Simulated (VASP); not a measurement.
# SnO2 (Pmmm) in VASP: notebook

One crystal, SnO2, is run at these levels: PBE; tasks: relaxation of cell and atoms.

Program: VASP 6.6.1. These are calculated values, not measurements. Logs are shortened: lines on timing, memory, paths and dates and some standing lists are left out, and cuts for length are marked.

### 1 The crystal as given

The structure is orthorhombic, space group Pmmm (No. 47). The conventional cell has a = 3.023 Å, b = 4.965 Å, c = 5.977 Å, α = 90.00°, β = 90.00°, γ = 90.00°. Around Sn (site symmetry mmm) lie 4 O at 2.02 Å. O (site symmetry mm2) has 2 Sn at 2.02 Å as nearest neighbours.

The cell was built by a generator and needn't be a form met in nature.

### 2 Relaxation of cell and atoms, PBE

The input, INCAR:

```
PREC = Accurate
ENCUT = 600
EDIFF = 1E-6
ISMEAR = -1
SIGMA = 0.05
LREAL = False
LASPH = True
NELM = 80
ALGO = Normal
ISIF = 3
LWAVE = False
LCHARG = False
GGA = PE
IBRION = 2
NSW = 60
EDIFFG = -0.01
PSTRESS = 0
```

The input, KPOINTS:

```
regular mesh
0
Gamma
  9 6 5
```

The input, POSCAR:

```
SnO2
1.0
    3.0232700000      0.0000000000      0.0000000000
    0.0000000000      4.9646800000      0.0000000000
    0.0000000000      0.0000000000      5.9769600000
Sn O
1 2
Direct
    0.5000000000      0.5000000000      0.0000000000
    0.0000000000      0.5000000000      0.7757200000
    0.0000000000      0.5000000000      0.2242800000
```

Potentials or basis: VASP PAW PBE potentials, release 64 (Sn_d, O).

Started as:

```bash
$ cat potpaw_PBE.64/Sn_d/POTCAR potpaw_PBE.64/O/POTCAR > POTCAR
$ mpirun -np 1 vasp_std > vasp.out
```

OUTCAR:

```text
PREC = Accurate
   ENCUT = 600
   EDIFF = 1E-6
   ISMEAR = -1
   LREAL = False
   LASPH = True
   NELM = 80
   ISIF = 3
   GGA = PE
   IBRION = 2
   NSW = 60
   EDIFFG = -0.01
   PSTRESS = 0

 ion  position               nearest neighbor table
   1  0.500  0.500  0.000-   2 2.02   3 2.02   2 2.02   3 2.02
   2  0.000  0.500  0.776-   1 2.02   1 2.02
   3  0.000  0.500  0.224-   1 2.02   1 2.02

  LATTYP: Found a simple orthorhombic cell.
 ALAT       =     3.0232700000
 B/A-ratio  =     1.6421556791
 C/A-ratio  =     1.9769851849

  Lattice vectors:

 A1 = (   3.0232700000,   0.0000000000,   0.0000000000)
 A2 = (   0.0000000000,   4.9646800000,   0.0000000000)
 A3 = (   0.0000000000,   0.0000000000,   5.9769600000)

Analysis of symmetry for initial positions (statically):
=====================================================================
 Subroutine PRICEL returns:
 Original cell was already a primitive cell.

 Routine SETGRP: Setting up the symmetry group for a
 simple orthorhombic supercell.

 Subroutine GETGRP returns: Found  8 space group operations
 (whereof  8 operations were pure point group operations)
 out of a pool of  8 trial point group operations.

The static configuration has the point symmetry D_2h.

Analysis of symmetry for dynamics (positions and initial velocities):
=====================================================================
 Subroutine PRICEL returns:
 Original cell was already a primitive cell.

 Routine SETGRP: Setting up the symmetry group for a
 simple orthorhombic supercell.

 Subroutine GETGRP returns: Found  8 space group operations
 (whereof  8 operations were pure point group operations)
 out of a pool of  8 trial point group operations.

The dynamic configuration has the point symmetry D_2h.

 Subroutine INISYM returns: Found  8 space group operations
 (whereof  8 operations are pure point group operations),
 and found     1 'primitive' translations

----------------------------------------------------------------------------------------

                                     Primitive cell

  volume of cell :      89.7116

  direct lattice vectors                    reciprocal lattice vectors
     3.023270000  0.000000000  0.000000000     0.330767679  0.000000000  0.000000000
     0.000000000  4.964680000  0.000000000     0.000000000  0.201422851  0.000000000
     0.000000000  0.000000000  5.976960000     0.000000000  0.000000000  0.167309134

  length of vectors
     3.023270000  4.964680000  5.976960000     0.330767679  0.201422851  0.167309134

  position of ions in fractional coordinates (direct lattice)
     0.500000000  0.500000000  0.000000000
     0.000000000  0.500000000  0.775720000
     0.000000000  0.500000000  0.224280000

  ion indices of the primitive-cell ions
   primitive index   ion index
                 1           1
                 2           2
                 3           3

----------------------------------------------------------------------------------------

 KPOINTS: regular mesh

Automatic generation of k-mesh.
 Grid dimensions read from file:
 generate k-points for:    9    6    5

 Generating k-lattice:

  Cartesian coordinates                     Fractional coordinates (reciprocal lattice)
     0.036751964  0.000000000  0.000000000     0.111111111  0.000000000  0.000000000
     0.000000000  0.033570475  0.000000000     0.000000000  0.166666667  0.000000000
     0.000000000  0.000000000  0.033461827     0.000000000  0.000000000  0.200000000

  Length of vectors
     0.036751964  0.033570475  0.033461827

  Shift w.r.t. Gamma in fractional coordinates (k-lattice)
     0.000000000  0.000000000  0.000000000

 Subroutine IBZKPT returns following result:
 ===========================================

 Found     60 irreducible k-points:

 Following reciprocal coordinates:
            Coordinates               Weight
  0.000000  0.000000  0.000000      1.000000
  0.111111  0.000000  0.000000      2.000000
  0.222222  0.000000  0.000000      2.000000
  0.333333  0.000000  0.000000      2.000000
[... 39 lines left out ...]
  volume of cell :       89.71
 maximum number of plane-waves:      3022
   NGX = 13   NGY = 19   NGZ = 23

--------------------------------------- Ionic step        1  -------------------------------------------

 number of electron      25.9999999 magnetization

 Free energy of the ion-electron system (eV)
  ---------------------------------------------------
  ext. energy  EPLUGINS =         0.00000000
  ---------------------------------------------------
  free energy    TOTEN  =       -16.14897547 eV

  energy without entropy =      -16.14897536  energy(sigma->0) =      -16.14897542

------------------------ aborting loop because EDIFF is reached ----------------------------------------

  FORCE on cell =-STRESS in cart. coord.  units (eV):
  Direction    XX          YY          ZZ          XY          YZ          ZX
  --------------------------------------------------------------------------------------
  -------------------------------------------------------------------------------------
  Total        0.5422009      0.2120882      0.4198920      0.0000000      0.0000000      0.0000000
  in kB        9.6832751      3.7877262      7.4989365      0.0000000      0.0000000      0.0000000
  external PRESSURE =       6.9899793 kB  Pullay stress =       0.0000000 kB
[... 92 lines left out ...]
  FREE ENERGIE OF THE ION-ELECTRON SYSTEM (eV)
  ---------------------------------------------------
  free  energy   TOTEN  =       -16.1505959106 eV

  energy  without entropy=      -16.1505957865  energy(sigma->0) =      -16.15059585

[... ionic steps 4 to 42 ...]

--------------------------------------- Ionic step       43  -------------------------------------------

 number of electron      26.0000018 magnetization

------------------------ aborting loop because EDIFF is reached ----------------------------------------

  FORCE on cell =-STRESS in cart. coord.  units (eV):
  Direction    XX          YY          ZZ          XY          YZ          ZX
  --------------------------------------------------------------------------------------
  -------------------------------------------------------------------------------------
  Total        0.0006114     -0.0061965     -0.0576020      0.0000000      0.0000000      0.0000000
  in kB        0.0087056     -0.0882288     -0.8201646      0.0000000      0.0000000      0.0000000
  external PRESSURE =      -0.2998959 kB  Pullay stress =       0.0000000 kB
[... 59 lines left out ...]
  energy  without entropy=      -16.1763384805  energy(sigma->0) =      -16.17633848

--------------------------------------- Ionic step       45  -------------------------------------------

 number of electron      26.0000018 magnetization

 Free energy of the ion-electron system (eV)
  ---------------------------------------------------
  ext. energy  EPLUGINS =         0.00000000
  ---------------------------------------------------
  free energy    TOTEN  =       -16.17635708 eV

  energy without entropy =      -16.17635707  energy(sigma->0) =      -16.17635707

 E-fermi :  -1.6288     XC(G=0):  -5.4459

 val. band max:       -2.5164557913   @ k =   0.4444   0.5000   0.0000
 cond. band min:      -0.8635229197   @ k =   0.0000   0.0000   0.0000
 fundamental gap:      1.6529328716
 Fermi energy:        -1.6287697343

 k-point     1 :       0.0000    0.0000    0.0000
  band No.  band energies     occupation
      1     -23.6956      2.00000
      2     -22.9788      2.00000
      3     -22.8924      2.00000
      4     -22.7857      2.00000
      5     -22.7683      2.00000
      6     -19.4938      2.00000
[... 9 lines left out ...]
     16       3.7648      0.00000
     17       3.9345      0.00000
[... 443 lines left out ...]
      1     -23.4970      2.00000
      2     -23.2574      2.00000
      3     -23.0044      2.00000
      4     -22.9590      2.00000
      5     -22.5903      2.00000
      6     -19.3864      2.00000
[... 9 lines left out ...]
     16       4.4024      0.00000
     17       6.0324      0.00000

 [... further k-points ...]
[... 5 lines left out ...]
  --------------------------------------------------------------------------------------
  -------------------------------------------------------------------------------------
  Total        0.0224993     -0.0215516     -0.0156026      0.0000000      0.0000000      0.0000000
  in kB        0.3204847     -0.3069852     -0.2222463      0.0000000      0.0000000      0.0000000
  external PRESSURE =      -0.0695823 kB  Pullay stress =       0.0000000 kB
[... 18 lines left out ...]
  FREE ENERGIE OF THE ION-ELECTRON SYSTEM (eV)
  ---------------------------------------------------
  free  energy   TOTEN  =       -16.1763570775 eV

  energy  without entropy=      -16.1763570719  energy(sigma->0) =      -16.17635707

 reached required accuracy - stopping structural energy minimisation
```

Wall time 11 min (1 thread of Intel Xeon 6975P-C (Granite Rapids), shared host); peak memory 0.28 GiB.

What came out:

```yaml
Free_energy: -16.1764 eV
Relaxed_volume: 37.49 Å³/atom
Relaxed_cell: a = 3.032 Å, b = 5.725 Å, c = 6.480 Å, α = 90.00°, β = 90.00°, γ = 90.00°
Space_group_after_relaxing_to_0.05_Å: Pmmm (No. 47)
Energy_gained_by_relaxing: 9.1 meV/atom
Ionic_steps: 45
Pressure_after_relaxing: 0.0 GPa
Largest_force_after_relaxing: 0.006 eV/Å
Band_gap_on_the_k_mesh: 1.65 eV, indirect (least direct gap 2.10 eV)
```

Forces in eV/Å, atoms in the order of the input:
```
Sn   0.000  0.000  0.000
O    0.000  0.000  0.006
O    0.000  0.000 -0.006
```

Step by step:
```tsv
step	energy change (eV)	largest force (eV/Å)	pressure (GPa)	volume (Å³)
1	0.0000	0.0912	0.70	89.71
3	-0.0016	0.0550	0.12	90.33
5	-0.0050	0.0149	0.09	92.01
7	-0.0127	0.1748	0.03	99.74
9	-0.0141	0.1652	0.03	100.36
11	-0.0196	0.1225	0.03	103.14
13	-0.0239	0.0301	-0.06	114.52
15	-0.0265	0.0263	0.00	110.40
17	-0.0266	0.0246	-0.02	109.23
19	-0.0267	0.0081	-0.01	109.60
21	-0.0267	0.0040	-0.01	109.70
23	-0.0267	0.0038	0.01	109.68
25	-0.0267	0.0006	0.04	109.74
27	-0.0267	0.0311	-0.01	110.06
29	-0.0268	0.0300	-0.02	110.32
31	-0.0270	0.0241	-0.07	111.47
33	-0.0270	0.0018	0.01	111.49
35	-0.0272	0.0117	0.02	111.74
37	-0.0273	0.0149	0.02	112.18
39	-0.0273	0.0090	-0.03	112.35
41	-0.0274	0.0160	-0.03	112.45
43	-0.0274	0.0201	-0.03	112.52
45	-0.0274	0.0065	-0.01	112.48
```

Final structure:
```
Sn O
1.0
     3.03201    0.00000    0.00000
     0.00000    5.72497    0.00000
     0.00000    0.00000    6.47991
Sn O
1 2
Direct
  0.50000 0.50000 0.00000
  0.00000 0.50000 0.79258
  0.00000 0.50000 0.20742
```

Levels at points of the mesh, in eV from the valence-band top:
```csv
k point,band 11,band 12,band 13,band 14,band 15,band 16
"(0.00, 0.00, 0.00)",-0.88,-0.79,-0.45,1.65,4.42,6.28
"(0.00, 0.50, 0.00)",-0.91,-0.79,-0.45,2.05,3.55,7.08
```

Caveat: the volume moved by over 15 % at a fixed basis, so the end points are rough; spin-orbit coupling is left out, which moves the levels of the heavy elements; an odd mesh through Γ misses points on the zone boundary, where band edges often lie.

### 3 Relaxation of cell and atoms, PBE

The input, INCAR:

```
SYSTEM = SnO2
PREC     = Accurate       ! precision mode
ENCUT    = 600            ! plane-wave cutoff, eV
EDIFF    = 1E-6           ! SCF threshold, eV
ISMEAR   = -1             ! smearing method
SIGMA    = 0.05           ! smearing width, eV
LREAL    = .False.        ! projectors in reciprocal space
LASPH    = .False.        ! aspherical terms in the spheres
NELM     = 80             ! most SCF steps
ALGO     = Normal         ! electronic algorithm
ISIF     = 3              ! what is computed and relaxed
LWAVE    = .False.        ! write WAVECAR
LCHARG   = .False.        ! write CHGCAR
GGA      = PE             ! functional
IBRION   = 2              ! ionic algorithm
NSW      = 60             ! ionic steps
EDIFFG   = -0.01          ! ionic threshold
PSTRESS  = 0
```

The input, KPOINTS:

```
regular mesh
0
Gamma
  9 6 5
  0 0 0
```

POSCAR is that of step 2.

Potentials or basis: VASP PAW PBE potentials, release 64 (Sn_d, O).

Started as:

```bash
$ cat potpaw_PBE.64/Sn_d/POTCAR potpaw_PBE.64/O/POTCAR > POTCAR
$ mpirun -np 1 vasp_std > vasp.out
```

Wall time 7.3 min (1 thread of Intel Xeon 6975P-C (Granite Rapids), shared host); peak memory 0.28 GiB.

It converged, with:

```
Free energy                            : -16.1694 eV
Relaxed volume                         : 36.55 Å³/atom
Relaxed cell                           : a = 3.033 Å, b = 5.721 Å, c = 6.319 Å, α = 90.00°, β = 90.00°, γ = 90.00°
Space group after relaxing (to 0.05 Å) : Pmmm (No. 47)
Energy gained by relaxing              : 8.9 meV/atom
Ionic steps                            : 25
Pressure after relaxing                : 0.0 GPa
Largest force after relaxing           : 0.010 eV/Å
Band gap on the k mesh                 : 1.59 eV, indirect (least direct gap 2.08 eV)
```

Forces in eV/Å, atoms in the order of the input:
```
Sn   0.000  0.000  0.000
O    0.000  0.000  0.010
O    0.000  0.000 -0.010
```

Step by step:
```tsv
step	energy change (eV)	largest force (eV/Å)	pressure (GPa)	volume (Å³)
1	0.0000	0.0933	0.70	89.71
2	0.0032	0.2992	-0.84	91.42
3	-0.0016	0.0541	0.12	90.33
4	-0.0025	0.0452	0.10	90.75
5	-0.0050	0.0191	0.08	92.00
6	-0.0091	0.0339	0.07	94.54
7	-0.0139	0.1470	0.03	99.71
8	-0.0070	0.3957	-0.05	110.42
9	-0.0142	0.2177	0.05	102.16
10	-0.0145	0.2149	0.04	102.31
11	-0.0154	0.2075	0.03	102.76
12	-0.0171	0.1928	0.02	103.65
13	-0.0200	0.1634	0.00	105.45
14	-0.0241	0.1077	-0.06	109.08
15	-0.0212	0.0048	-0.24	116.47
16	-0.0250	0.0837	-0.10	111.17
17	-0.0250	0.0786	-0.10	111.49
18	-0.0242	0.0433	-0.17	113.97
19	-0.0250	0.0756	-0.11	111.76
20	-0.0257	0.0647	-0.07	111.20
21	-0.0266	0.0310	0.09	109.51
22	-0.0267	0.0004	0.01	109.62
23	-0.0267	0.0093	-0.02	109.65
24	-0.0267	0.0082	-0.01	109.65
25	-0.0267	0.0097	0.00	109.64
```

Final structure:
```yaml
crystal:
  lattice:
    - [3.03291, 0.00000, 0.00000]
    - [0.00000, 5.72083, 0.00000]
    - [0.00000, 0.00000, 6.31929]
  atoms:
    - { symbol: Sn, position: [0.50000, 0.50000, 0.00000] }
    - { symbol: O, position: [0.00000, 0.50000, 0.78730] }
    - { symbol: O, position: [0.00000, 0.50000, 0.21270] }
```

Levels at points of the mesh, in eV from the valence-band top:
```tsv
k point	band 9	band 10	band 11	band 12	band 13	band 14	band 15	band 16	band 17
(0.00, 0.00, 0.00)	-2.73	-2.18	-0.90	-0.78	-0.49	1.59	4.39	6.23	6.46
(0.00, 0.50, 0.00)	-2.85	-2.18	-0.93	-0.78	-0.49	1.98	3.51	7.08	7.16
```

Caveat: the volume moved by over 15 % at a fixed basis, so the end points are rough; spin-orbit coupling is left out, which moves the levels of the heavy elements; an odd mesh through Γ misses points on the zone boundary, where band edges often lie.

### 4 Relaxation of cell and atoms, PBE

Changes to INCAR since step 3:

```diff
@@ -7,4 +7,4 @@
 LREAL    = .False.        ! projectors in reciprocal space
-LASPH    = .False.        ! aspherical terms in the spheres
-NELM     = 80             ! most SCF steps
+LASPH    = .True.         ! aspherical terms in the spheres
+NELM     = 60             ! most SCF steps
 ALGO     = Normal         ! electronic algorithm
@@ -16,3 +16,2 @@
 NSW      = 60             ! ionic steps
-EDIFFG   = -0.01          ! ionic threshold
-PSTRESS  = 0
+EDIFFG   = -0.005         ! ionic threshold
```

The input, KPOINTS:

```
Automatic mesh
0
Gamma
  7 5 4
  0 0 0
```

POSCAR is that of step 3.

Started as:

```bash
$ cat potpaw_PBE.64/Sn_d/POTCAR potpaw_PBE.64/O/POTCAR > POTCAR
$ mpirun -np 1 vasp_std > vasp.out
```

It took 17 min on 1 thread of Intel Xeon Platinum 8559C (Emerald Rapids), shared host; peak memory 0.25 GiB.

The run converged. Its results:

| Item | Value |
| --- | --- |
| Free energy | -16.1762 eV |
| Relaxed volume | 37.34 Å³/atom |
| Relaxed cell | a = 3.033 Å, b = 5.709 Å, c = 6.469 Å, α = 90.00°, β = 90.00°, γ = 90.00° |
| Space group after relaxing (to 0.05 Å) | Pmmm (No. 47) |
| Energy gained by relaxing | 9.1 meV/atom |
| Ionic steps | 46 |
| Pressure after relaxing | 0.0 GPa |
| Band gap on the k mesh | 1.66 eV, indirect (least direct gap 2.10 eV) |

Forces on the atoms (eV/Å):
```
Sn   0.000  0.000  0.000
O    0.000  0.000  0.003
O    0.000  0.000 -0.003
```

Step by step:
| step | energy change (eV) | largest force (eV/Å) | pressure (GPa) | volume (Å³) |
| --- | --- | --- | --- | --- |
| 1 | 0.0000 | 0.0909 | 0.70 | 89.71 |
| 3 | -0.0016 | 0.0551 | 0.12 | 90.33 |
| 5 | -0.0050 | 0.0152 | 0.09 | 92.01 |
| 7 | -0.0127 | 0.1759 | 0.03 | 99.75 |
| 9 | -0.0141 | 0.1666 | 0.03 | 100.36 |
| 11 | -0.0195 | 0.1250 | 0.03 | 103.12 |
| 13 | -0.0241 | 0.0232 | -0.06 | 114.41 |
| 15 | -0.0265 | 0.0293 | 0.00 | 110.48 |
| 17 | -0.0266 | 0.0192 | -0.02 | 109.34 |
| 19 | -0.0267 | 0.0009 | 0.00 | 109.82 |
| 21 | -0.0267 | 0.0058 | -0.01 | 109.66 |
| 23 | -0.0267 | 0.0021 | 0.06 | 109.84 |
| 25 | -0.0267 | 0.0095 | 0.02 | 109.91 |
| 27 | -0.0268 | 0.0334 | -0.03 | 110.23 |
| 29 | -0.0269 | 0.0360 | -0.04 | 110.83 |
| 31 | -0.0270 | 0.0104 | 0.03 | 111.73 |
| 33 | -0.0270 | 0.0014 | -0.01 | 111.74 |
| 35 | -0.0271 | 0.0068 | -0.03 | 111.84 |
| 37 | -0.0272 | 0.0104 | -0.04 | 111.94 |
| 39 | -0.0273 | 0.0268 | -0.08 | 112.05 |
| 41 | -0.0274 | 0.0036 | 0.01 | 111.98 |
| 43 | -0.0274 | 0.0028 | 0.02 | 111.97 |
| 45 | -0.0274 | 0.0026 | 0.01 | 111.98 |
| 46 | -0.0274 | 0.0027 | -0.01 | 112.01 |

Final structure:
```xyz
3
Lattice="3.0331 0.0000 0.0000 0.0000 5.7086 0.0000 0.0000 0.0000 6.4691" Properties=species:S:1:pos:R:3 pbc="T T T"
Sn    1.5166    2.8543    0.0000
O     0.0000    2.8543    5.1254
O     0.0000    2.8543    1.3437
```

Levels at points of the mesh, in eV from the valence-band top:
```csv
k point,band 9,band 10,band 11,band 12,band 13,band 14,band 15,band 16,band 17
"(0.00, 0.00, 0.00)",-2.69,-2.13,-0.87,-0.77,-0.44,1.66,4.44,6.30,6.46
"(0.00, 0.00, 0.50)",-2.67,-2.13,-1.02,-0.91,-0.45,1.92,4.45,5.57,6.59
```

Caveat: the volume moved by over 15 % at a fixed basis, so the end points are rough; spin-orbit coupling is left out, which moves the levels of the heavy elements; an odd mesh through Γ misses points on the zone boundary, where band edges often lie.

### 5 For comparison

An earlier run on the cell as given: functional PBE; potentials or basis VASP PAW PBE potentials, release 64 (Sn_d, O); cutoff 520 eV; k mesh 9 × 6 × 5; occupations fermi-dirac, width 0.05 eV; no spin polarisation.

- Pressure: 0.8 GPa
- Largest force: 0.095 eV/Å
- Band gap on the k mesh: 1.29 eV, indirect (least direct gap 1.85 eV)

### 6 The runs side by side

| task | cell | k mesh | cutoff (eV) | other keys | gap on the mesh (eV) | pressure (GPa) | relaxed volume (Å³/atom) | largest force (eV/Å) |
| --- | --- | --- | --- | --- | --- | --- | --- | --- |
| relaxation of cell and atoms | relaxed | 9 × 6 × 5 | 600 | - | 1.65 | 0.0 | 37.49 | 0.01 |
| relaxation of cell and atoms | relaxed | 9 × 6 × 5 | 600 | LASPH = no; ENCUT = 600 | 1.59 | 0.0 | 36.55 | 0.01 |
| relaxation of cell and atoms | relaxed | 7 × 5 × 4 | 600 | - | 1.66 | 0.0 | 37.34 | - |
| single point | as given | 9 × 6 × 5 | 520 | - | 1.29 | 0.8 | - | 0.09 |

Alike in all rows: level PBE; potentials or basis VASP PAW PBE potentials, release 64 (Sn_d, O); no spin polarisation; smearing fermi-dirac 0.05 eV.

Caveats: spin-orbit coupling is left out, which moves the levels of the heavy elements; an odd mesh through Γ misses points on the zone boundary, where band edges often lie; the volume moved by over 15 % at a fixed basis, so the end points are rough (some runs).

Absolute energies hang on the potentials; compare differences alone.
